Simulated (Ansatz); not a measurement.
# Ge (fcc): energy against volume

Theory: DFT, revPBE, plane waves (420 eV) with PAW, scalar-relativistic (Ansatz). The PAW files were generated under PBE, with cores re-solved for the functional.

The cell is scaled uniformly from the relaxed one, with fractional coordinates and shape fixed. Energies are extrapolated to zero smearing, pressures are those at the given smearing. Magnetic state: spin not included.

A Birch-Murnaghan fit gives V₀ = 20.03 Å³/atom, B₀ = 58 GPa, B₀′ = 3.7.

Task: What are the energy above the minimum and the pressure at 17.535 Å³/atom?

Result: 69.1 meV/atom and 10.09 GPa as computed.

Task: What are the energy above the minimum and the pressure at 18.332 Å³/atom?

Result: 29.9 meV/atom and 6.08 GPa as computed.

Task: What are the energy above the minimum and the pressure at 21.520 Å³/atom?

Result: 17.9 meV/atom and -3.69 GPa as computed.
